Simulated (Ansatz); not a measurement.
**Rutile RuO2**

These are r²SCAN in Ansatz (plane waves, PAW) values and carry that method's errors.

Numerical settings: plane-wave cutoff 500 eV, 10×14×1 k mesh (along the axes of the cell as run), Fermi–Dirac smearing 0.05 eV, scalar-relativistic PAW data made under PBE.

Cell: relaxed at this level.

| Property | Value |
|---|---|
| surface energy of the (100) face | 1.76 J/m² |
| work function of the (100) face | 5.77 eV |

The slab of 18 atoms is relaxed and unreconstructed.

Cost on a shared machine: roughly 27 core-minutes.

Ansatz is a program for electronic structure.
